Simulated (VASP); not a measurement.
PbS, 2 atoms in the cell. Symmetry: Pm-3m, No. 221, cubic system. The conventional cell has a = 3.654 Å, b = 3.654 Å, c = 3.654 Å, α = 90.00°, β = 90.00°, γ = 90.00°. Pb (site symmetry m-3m) has 8 S at 3.16 Å as nearest neighbours. S (site symmetry m-3m) is surrounded by 8 Pb at 3.16 Å. Measurements of this composition are mostly on another form, of space group No. 225.

| Quantity | Value |
| --- | --- |
| Program | VASP 6.6.1 |
| Task | single point |
| Functional | LDA |
| Potentials or basis | VASP PAW LDA potentials, release 64 (Pb_d, S) |
| Cutoff | 520 eV |
| k mesh | 6 × 6 × 6 |
| Occupations | gaussian, width 0.1 eV |
| Spin | no spin polarisation |
| Dipole correction | no |
| Further INCAR settings | ALGO = Normal; EDIFF = 1e-06; NBANDS = 17 |

Potentials or basis: VASP PAW LDA potentials, release 64 (Pb_d, S).

Launch:

```sh
$ cat potpaw_LDA.64/Pb_d/POTCAR potpaw_LDA.64/S/POTCAR > POTCAR
$ mpirun -np 1 vasp_std > vasp.out
```

Hardware: 1 thread of Intel(R) Xeon(R) Platinum 8259CL CPU @ 2.50GHz (Skylake/Cascade Lake), with other jobs on the host.

Problem. Estimate the wall time of this run.

Solution. Wall time 14 s on 1 thread of Intel(R) Xeon(R) Platinum 8259CL CPU @ 2.50GHz (Skylake/Cascade Lake), with other jobs on the host, peak memory 0.14 GiB. Counts: scf iterations 13, k points 20.
